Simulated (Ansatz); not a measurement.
## Band table of Ni (bcc type)

```xyz
1
Lattice="-1.4002 1.4002 1.4002 1.4002 -1.4002 1.4002 1.4002 1.4002 -1.4002" Properties=species:S:1:pos:R:3 pbc="T T T"
Ni    0.0000    0.0000    0.0000
```

The cell comes from a relaxation on PAW files under the same functional, begun from a prototype that needn't be the stable phase.

Level of theory: DFT with PBE, scalar-relativistic, in Ansatz 0.2.0; a Γ-centred 19×19×19 k mesh, Fermi–Dirac smearing of 0.05 eV, spin-polarised from start moments Ni 1 μB. LAPW: all electrons, basis error target 1 meV/atom.

The magnetic state is the one reached from the start moments; other orders weren't searched.

Path points, in fractions of the reciprocal vectors: Γ (0.000, 0.000, 0.000), H (0.500, -0.500, 0.500), N (0.000, 0.000, 0.500), P (0.250, 0.250, 0.250). The distance column jumps between branches of the path. Levels in eV from the Fermi level, spin up; bands 5 to 12, counted from the lowest band of the run. The gap is zero, the pressure -0.02 GPa.

```
# k(1/Å) point b5 b6 b7 b8 b9 b10 b11 b12
0.000 Γ -8.92 -2.27 -2.27 -2.27 -0.86 -0.86 26.13 26.13
0.321 - -8.50 -2.27 -2.27 -2.18 -1.01 -0.80 23.77 25.11
0.641 - -7.31 -2.23 -2.23 -1.90 -1.46 -0.64 20.82 21.88
0.962 - -5.60 -2.12 -2.07 -2.07 -1.50 -0.30 18.30 18.30
1.282 - -4.16 -2.86 -1.69 -1.69 -1.06 0.80 15.03 15.03
1.603 - -3.82 -3.52 -1.13 -1.13 -0.65 3.47 12.29 12.29
1.923 - -4.02 -3.98 -0.54 -0.54 -0.37 7.11 10.36 10.36
2.244 H -4.14 -4.14 -0.27 -0.27 -0.27 9.63 9.63 9.63
2.470 - -4.07 -4.07 -0.47 -0.41 -0.25 8.85 9.13 10.00
2.697 - -3.88 -3.85 -0.98 -0.80 -0.22 7.27 8.19 11.01
2.924 - -3.71 -3.47 -1.63 -1.24 -0.18 5.56 7.38 12.50
3.150 - -3.79 -2.94 -2.25 -1.42 -0.13 3.92 6.86 14.32
3.377 - -4.14 -2.75 -2.24 -1.26 -0.09 2.41 6.56 16.36
3.603 - -4.47 -3.07 -1.40 -1.04 -0.06 1.06 6.41 18.46
3.830 N -4.59 -3.18 -0.94 -0.71 -0.05 0.20 6.37 18.88
4.057 - -4.67 -3.14 -0.99 -0.72 -0.56 -0.18 7.63 19.13
4.283 - -5.06 -3.02 -1.78 -1.00 -0.75 -0.53 10.36 19.88
4.510 - -5.99 -2.84 -2.31 -1.07 -1.00 -0.79 13.69 21.06
4.737 - -7.13 -2.64 -2.35 -1.49 -1.08 -0.82 17.32 22.61
4.963 - -8.09 -2.45 -2.30 -1.91 -1.01 -0.84 21.04 24.33
5.190 - -8.71 -2.32 -2.28 -2.18 -0.91 -0.85 24.43 25.71
5.417 Γ -8.92 -2.27 -2.27 -2.27 -0.86 -0.86 26.13 26.13
5.694 - -8.60 -2.33 -2.33 -2.11 -0.89 -0.89 24.28 24.28
5.972 - -7.70 -2.49 -2.49 -1.62 -0.93 -0.93 20.87 20.87
6.249 - -6.32 -2.76 -2.76 -0.91 -0.91 -0.83 17.53 17.53
6.527 - -4.75 -3.02 -3.02 -0.84 -0.84 0.33 14.54 14.54
6.804 - -3.51 -3.19 -3.19 -0.76 -0.76 2.13 11.96 11.96
7.082 - -3.23 -3.23 -3.02 -0.70 -0.70 4.83 9.80 9.80
7.360 P -3.13 -3.13 -3.13 -0.68 -0.68 8.09 8.09 8.09
7.637 - -3.43 -2.98 -2.98 -0.70 -0.70 6.89 6.89 8.73
7.915 - -3.53 -2.89 -2.89 -0.77 -0.77 6.30 6.30 8.54
8.192 - -3.24 -3.00 -3.00 -0.78 -0.78 6.33 6.33 8.56
8.470 - -3.33 -3.33 -2.53 -0.67 -0.67 6.91 6.91 8.74
8.747 - -3.73 -3.73 -1.54 -0.49 -0.49 7.90 7.90 9.06
9.025 - -4.03 -4.03 -0.64 -0.33 -0.33 9.02 9.02 9.43
9.303 H -4.14 -4.14 -0.27 -0.27 -0.27 9.63 9.63 9.63
11.246 P -3.13 -3.13 -3.13 -0.68 -0.68 8.09 8.09 8.09
11.406 - -3.24 -3.21 -2.96 -0.69 -0.68 6.67 7.74 9.60
11.566 - -3.44 -3.28 -2.69 -0.73 -0.68 5.34 7.23 11.20
11.726 - -3.74 -3.28 -2.34 -0.79 -0.69 4.10 6.85 12.87
11.887 - -4.07 -3.25 -1.89 -0.85 -0.70 2.95 6.61 14.61
12.047 - -4.34 -3.22 -1.34 -0.90 -0.70 1.90 6.46 16.38
12.207 - -4.53 -3.19 -0.93 -0.71 -0.69 0.95 6.39 18.03
12.367 N -4.59 -3.18 -0.94 -0.71 -0.05 0.20 6.37 18.88
```
